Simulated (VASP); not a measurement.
# Ga2O3 (R-3c) in VASP: a series of runs

One crystal, Ga2O3, is run at these levels: LDA; tasks: relaxation of cell and atoms.

Everything below comes from runs of VASP 6.6.1. Logs are shortened: lines on timing, memory, paths and dates and some standing lists are left out, and cuts for length are marked.

## 1. The crystal as given

Symmetry: R-3c, No. 167, trigonal system. Conventional cell: a = 4.983 Å, b = 4.983 Å, c = 13.433 Å, α = 90.00°, β = 90.00°, γ = 120.00°. Around Ga (site symmetry 3) lie 6 O at 1.92 to 2.08 Å. O (site symmetry 2) has 4 Ga at 1.92 to 2.08 Å as nearest neighbours.

## 2. Relaxation of cell and atoms, LDA

File INCAR:

```
ALGO     = Normal         # electronic algorithm
EDIFF    = 1E-7           # SCF threshold, eV
EDIFFG   = -0.002         # ionic threshold
ENCUT    = 520            # plane-wave cutoff, eV
GGA      = CA             # functional
IBRION   = 2              # ionic algorithm
ISIF     = 3              # what is computed and relaxed
ISMEAR   = 0              # smearing method
KPAR     = 8            
LASPH    = T              # aspherical terms in the spheres
LCHARG   = F              # write CHGCAR
LREAL    = F              # projectors in reciprocal space
LWAVE    = F              # write WAVECAR
NELM     = 100            # most SCF steps
NSW      = 80             # ionic steps
PREC     = Accurate       # precision mode
SIGMA    = 0.02           # smearing width, eV
```

File KPOINTS:

```
k-points
0
Gamma
  9 9 9
```

File POSCAR:

```
Ga2O3
1.0
    2.4912500000      1.4383238600      4.4776666700
   -2.4912500000      1.4383238600      4.4776666700
    0.0000000000     -2.8766477200      4.4776666700
Ga O
4 6
Direct
    0.3554000000      0.3554000000      0.3554000000
    0.1446000000      0.1446000000      0.1446000000
    0.6446000000      0.6446000000      0.6446000000
    0.8554000000      0.8554000000      0.8554000000
    0.5549000000      0.9451000000      0.2500000000
    0.2500000000      0.5549000000      0.9451000000
    0.9451000000      0.2500000000      0.5549000000
    0.4451000000      0.0549000000      0.7500000000
    0.7500000000      0.4451000000      0.0549000000
    0.0549000000      0.7500000000      0.4451000000
```

Potentials or basis: VASP PAW LDA potentials, release 64 (Ga_d, O).

Command:

```bash
> cat potpaw_LDA.64/Ga_d/POTCAR potpaw_LDA.64/O/POTCAR > POTCAR
> mpirun -np 8 vasp_std > vasp.out
```

OUTCAR:

```text
EDIFF = 1E-7
   EDIFFG = -0.002
   ENCUT = 520
   GGA = CA
   IBRION = 2
   ISIF = 3
   ISMEAR = 0
   LASPH = T
   LREAL = F
   NELM = 100
   NSW = 80
   PREC = Accurate

 ion  position               nearest neighbor table
   1  0.355  0.355  0.355-  10 1.92   8 1.92   9 1.92   5 2.08   7 2.08   6 2.08   2 2.83
   2  0.145  0.145  0.145-   9 1.92   8 1.92  10 1.92   5 2.08   7 2.08   6 2.08   1 2.83
   3  0.645  0.645  0.645-   7 1.92   5 1.92   6 1.92   8 2.08   9 2.08  10 2.08   4 2.83
   4  0.855  0.855  0.855-   6 1.92   5 1.92   7 1.92   8 2.08   9 2.08  10 2.08   3 2.83
   5  0.555  0.945  0.250-   3 1.92   4 1.92   1 2.08   2 2.08
   6  0.250  0.555  0.945-   4 1.92   3 1.92   1 2.08   2 2.08
   7  0.945  0.250  0.555-   3 1.92   4 1.92   1 2.08   2 2.08
   8  0.445  0.055  0.750-   1 1.92   2 1.92   3 2.08   4 2.08
   9  0.750  0.445  0.055-   2 1.92   1 1.92   3 2.08   4 2.08
  10  0.055  0.750  0.445-   1 1.92   2 1.92   3 2.08   4 2.08

  LATTYP: Found a trigonal (rhomboedric) cell.
 ALAT       =     5.3220861414
 COS(alpha) =     0.5617712959

  Lattice vectors:

 A1 = (   2.4912500000,   1.4383238600,   4.4776666700)
 A2 = (  -2.4912500000,   1.4383238600,   4.4776666700)
 A3 = (   0.0000000000,  -2.8766477200,   4.4776666700)

Analysis of symmetry for initial positions (statically):
=====================================================================
 Subroutine PRICEL returns:
 Original cell was already a primitive cell.

 Routine SETGRP: Setting up the symmetry group for a
 trigonal (rhombohedral) supercell.

 Subroutine GETGRP returns: Found 12 space group operations
 (whereof  6 operations were pure point group operations)
 out of a pool of 12 trial point group operations.

The static configuration has the point symmetry S_6 .
 The point group associated with its full space group is D_3d.

Analysis of symmetry for dynamics (positions and initial velocities):
=====================================================================
 Subroutine PRICEL returns:
 Original cell was already a primitive cell.

 Routine SETGRP: Setting up the symmetry group for a
 trigonal (rhombohedral) supercell.

 Subroutine GETGRP returns: Found 12 space group operations
 (whereof  6 operations were pure point group operations)
 out of a pool of 12 trial point group operations.

The dynamic configuration has the point symmetry S_6 .
 The point group associated with its full space group is D_3d.

 Subroutine INISYM returns: Found 12 space group operations
 (whereof  6 operations are pure point group operations),
 and found     1 'primitive' translations

----------------------------------------------------------------------------------------

                                     Primitive cell

  volume of cell :      96.2669

  direct lattice vectors                    reciprocal lattice vectors
     2.491250000  1.438323860  4.477666670     0.200702459  0.115875618  0.074443535
    -2.491250000  1.438323860  4.477666670    -0.200702459  0.115875618  0.074443535
     0.000000000 -2.876647720  4.477666670     0.000000000 -0.231751237  0.074443535

  length of vectors
     5.322086141  5.322086141  5.322086143     0.243414206  0.243414206  0.243414206

  position of ions in fractional coordinates (direct lattice)
     0.355400000  0.355400000  0.355400000
     0.144600000  0.144600000  0.144600000
     0.644600000  0.644600000  0.644600000
     0.855400000  0.855400000  0.855400000
     0.554900000  0.945100000  0.250000000
     0.250000000  0.554900000  0.945100000
     0.945100000  0.250000000  0.554900000
     0.445100000  0.054900000  0.750000000
     0.750000000  0.445100000  0.054900000
     0.054900000  0.750000000  0.445100000

  ion indices of the primitive-cell ions
   primitive index   ion index
                 1           1
                 2           2
                 3           3
                 4           4
                 5           5
                 6           6
                 7           7
                 8           8
                 9           9
                10          10

----------------------------------------------------------------------------------------

 KPOINTS: k-points

Automatic generation of k-mesh.
 Grid dimensions read from file:
 generate k-points for:    9    9    9

 Generating k-lattice:

  Cartesian coordinates                     Fractional coordinates (reciprocal lattice)
     0.022300273  0.012875069  0.008271504     0.111111111  0.000000000  0.000000000
    -0.022300273  0.012875069  0.008271504     0.000000000  0.111111111  0.000000000
     0.000000000 -0.025750137  0.008271504     0.000000000  0.000000000  0.111111111

  Length of vectors
     0.027046023  0.027046023  0.027046023

  Shift w.r.t. Gamma in fractional coordinates (k-lattice)
     0.000000000  0.000000000  0.000000000

 Subroutine IBZKPT returns following result:
 ===========================================

 Found     85 irreducible k-points:

 Following reciprocal coordinates:
            Coordinates               Weight
  0.000000  0.000000  0.000000      1.000000
  0.111111  0.000000  0.000000      6.000000
  0.222222  0.000000  0.000000      6.000000
  0.333333 -0.000000  0.000000      6.000000
  0.444444  0.000000  0.000000      6.000000
  0.111111  0.111111  0.000000      6.000000
[... 16 lines left out ...]
 -0.333333  0.333333  0.000000      6.000000
  0.444444  0.444444  0.000000      6.000000
 [... further k-points ...]
   k-points           NKPTS =     85   k-points in BZ     NKDIM =     85   number of bands    NBANDS=     52
   number of dos      NEDOS =    301   number of ions     NIONS =     10
   total plane-waves  NPLWV =  64000
   dimension x,y,z NGX =    40 NGY =   40 NGZ =   40
   dimension x,y,z NGXF=    80 NGYF=   80 NGZF=   80
   ions per type =               4   6
   NGX,Y,Z   is equivalent  to a cutoff of  12.49, 12.49, 12.49 a.u.
   NGXF,Y,Z  is equivalent  to a cutoff of  24.99, 24.99, 24.99 a.u.
 SYSTEM =  unknown system
   PREC   = accura    normal or accurate (medium, high low for compatibility)
   ISTART =      0    job   : 0-new  1-cont  2-samecut
   ICHARG =      2    charge: 1-file 2-atom 10-const
   ISPIN  =      1    spin polarized calculation?
   LNONCOLLINEAR =      F non collinear calculations
   LSORBIT =      F    spin-orbit coupling
   LASPH  =      T    aspherical Exc in radial PAW
   ENCUT  =  520.0 eV  38.22 Ry    6.18 a.u.   9.90  9.90  9.90*2*pi/ulx,y,z
   NELM   =    100;   NELMIN=  2; NELMDL= -5     # of ELM steps
   EDIFF  = 0.1E-06   stopping-criterion for ELM
   LREAL  =      F    real-space projection
   EDIFFG = -.2E-02   stopping-criterion for IOM
   NSW    =     80    number of steps for IOM
   IBRION =      2    ionic relax: 0-MD 1-quasi-New 2-CG
   NFREE  =      1    steps in history (QN), initial steepest desc. (CG)
   ISIF   =      3    stress and relaxation
   ISYM   =      2    0-nonsym 1-usesym 2-fastsym
   POTIM  = 0.5000    time-step for ionic-motion
   TEBEG  =    0.0;   TEEND  =   0.0 temperature during run
   PSTRESS=    0.0 pullay stress
   NELECT =      88.0000    total number of electrons
   NUPDOWN=      -1.0000    fix difference up-down
   EMIN   =  10.00;   EMAX   =-10.00  energy-range for DOS
   EFERMI =   0.00;   METHOD = LEGACY
   ISMEAR =     0;   SIGMA  =   0.02  broadening in eV -4-tet -1-fermi 0-gaus
   EFERMI_NEDOS =   21; number of points for ismear=-14 and -15
   IALGO  =     38    algorithm
   IMIX   =      4    mixing-type and parameters
     AMIX     =   0.40;   BMIX     =  1.00
     AMIX_MAG =   1.60;   BMIX_MAG =  1.00
  volume/ion in A,a.u.               =       9.63        64.96
  Fermi-wavevector in a.u.,A,eV,Ry     =   1.588827  3.002448 34.346173  2.524372
  Thomas-Fermi vector in A             =   2.687771
   LORBIT       =      0    0 simple, 1 ext, 2 COOP (PROOUT), +10 PAW based schemes
   GGA     = CA    functional components
   LHFCALC =     F    Hartree Fock is set to
   AEXX    =    0.0000 exact exchange contribution
   IVDW    =     0    specifies the selected vdW correction
   LEPSILON=     F    determine dielectric tensor
   LRPA    =     F    only Hartree local field effects (RPA)
 conjugate gradient relaxation of ions
 non-spin polarized calculation
 Gauss-broadening in eV      SIGMA  =   0.02
  energy-cutoff  :      520.00
  volume of cell :       96.27
 maximum number of plane-waves:      2609
   NGX = 19   NGY = 19   NGZ = 19

--------------------------------------- Ionic step        1  -------------------------------------------

 number of electron      87.9999978 magnetization

 Free energy of the ion-electron system (eV)
  ---------------------------------------------------
  ext. energy  EPLUGINS =         0.00000000
  ---------------------------------------------------
  free energy    TOTEN  =       -68.25235396 eV

  energy without entropy =      -68.25235396  energy(sigma->0) =      -68.25235396

------------------------ aborting loop because EDIFF is reached ----------------------------------------

  FORCE on cell =-STRESS in cart. coord.  units (eV):
  Direction    XX          YY          ZZ          XY          YZ          ZX
  --------------------------------------------------------------------------------------
  -------------------------------------------------------------------------------------
  Total       -1.8953446     -1.8953446     -2.1366910     -0.0000000     -0.0000000      0.0000000
  in kB      -31.5443626    -31.5443627    -35.5611088     -0.0000000     -0.0000000      0.0000000
  external PRESSURE =     -32.8832781 kB  Pullay stress =       0.0000000 kB
[... 293 lines left out ...]
  energy  without entropy=      -68.2741210088  energy(sigma->0) =      -68.27412101

--------------------------------------- Ionic step        8  -------------------------------------------

 number of electron      87.9999982 magnetization

 Free energy of the ion-electron system (eV)
  ---------------------------------------------------
  ext. energy  EPLUGINS =         0.00000000
  ---------------------------------------------------
  free energy    TOTEN  =       -68.27414655 eV

  energy without entropy =      -68.27414655  energy(sigma->0) =      -68.27414655

 E-fermi :   4.5895     XC(G=0): -12.8507

 val. band max:        4.4440190856   @ k =  -0.2222   0.1111   0.0000
 cond. band min:       7.4263243829   @ k =   0.0000   0.0000   0.0000
 fundamental gap:      2.9823052973
 Fermi energy:         4.5895011228

 k-point     1 :       0.0000    0.0000    0.0000
  band No.  band energies     occupation
      1     -14.4947      2.00000
      2     -12.3466      2.00000
      3     -12.3466      2.00000
      4     -12.2918      2.00000
      5     -12.2745      2.00000
      6     -12.2745      2.00000
[... 1309 lines left out ...]
     51      13.7605      0.00000
     52      15.6202      0.00000

 [... further k-points ...]
[... 5 lines left out ...]
  --------------------------------------------------------------------------------------
  -------------------------------------------------------------------------------------
  Total       -0.0026184     -0.0026184     -0.0163793      0.0000000      0.0000000      0.0000000
  in kB       -0.0442159     -0.0442159     -0.2765920      0.0000000      0.0000000      0.0000000
  external PRESSURE =      -0.1216746 kB  Pullay stress =       0.0000000 kB
[... 25 lines left out ...]
  FREE ENERGIE OF THE ION-ELECTRON SYSTEM (eV)
  ---------------------------------------------------
  free  energy   TOTEN  =       -68.2741465475 eV

  energy  without entropy=      -68.2741465475  energy(sigma->0) =      -68.27414655

 reached required accuracy - stopping structural energy minimisation
```

Run time: 7.1 min. Hardware: 8 MPI ranks of Intel Xeon Platinum 8488C (Sapphire Rapids), shared host; peak memory 0.44 GiB.

What came out:

```yaml
Free_energy: -68.2741 eV
Relaxed_volume: 9.49 Å³/atom
Relaxed_cell: a = 5.289 Å, b = 5.289 Å, c = 5.289 Å, α = 55.97°, β = 55.97°, γ = 55.97°
Space_group_after_relaxing_to_0.05_Å: R-3c (No. 167)
Energy_gained_by_relaxing: 2.2 meV/atom
Ionic_steps: 8
Pressure_after_relaxing: 0.0 GPa
Band_gap_on_the_k_mesh: 2.98 eV, indirect (least direct gap 3.24 eV)
```

The path:
```tsv
step	energy change (eV)	largest force (eV/Å)	pressure (GPa)	volume (Å³)
1	0.0000	0.1996	-3.29	96.27
2	-0.0061	0.0534	3.54	93.54
3	-0.0191	0.1048	0.35	94.76
4	-0.0213	0.0437	0.02	94.87
5	-0.0214	0.0486	-0.02	94.89
6	-0.0217	0.0225	-0.01	94.89
7	-0.0218	0.0035	-0.01	94.89
8	-0.0218	0.0004	-0.01	94.88
```

Final structure:
```cif
data_structure
_symmetry_space_group_name_H-M 'P 1'
_symmetry_Int_Tables_number 1
_cell_length_a 5.2895
_cell_length_b 5.2895
_cell_length_c 5.2895
_cell_angle_alpha 55.972
_cell_angle_beta 55.972
_cell_angle_gamma 55.972
_cell_volume 94.88
loop_
_atom_site_label
_atom_site_type_symbol
_atom_site_fract_x
_atom_site_fract_y
_atom_site_fract_z
_atom_site_occupancy
Ga1 Ga 0.35571 0.35571 0.35571 1
Ga2 Ga 0.14429 0.14429 0.14429 1
Ga3 Ga 0.64429 0.64429 0.64429 1
Ga4 Ga 0.85571 0.85571 0.85571 1
O1 O 0.55251 0.94749 0.25000 1
O2 O 0.25000 0.55251 0.94749 1
O3 O 0.94749 0.25000 0.55251 1
O4 O 0.44749 0.05251 0.75000 1
O5 O 0.75000 0.44749 0.05251 1
O6 O 0.05251 0.75000 0.44749 1
```

Levels at points of the mesh, in eV from the valence-band top:
| k point | band 40 | band 41 | band 42 | band 43 | band 44 | band 45 | band 46 | band 47 | band 48 | band 49 |
| --- | --- | --- | --- | --- | --- | --- | --- | --- | --- | --- |
| (0.00, 0.00, 0.00) | -0.35 | -0.31 | -0.31 | -0.26 | -0.26 | 2.98 | 6.68 | 6.75 | 8.86 | 10.20 |

Caveat: an odd mesh through Γ misses points on the zone boundary, where band edges often lie.

(Part 1 of 2 ends here.)
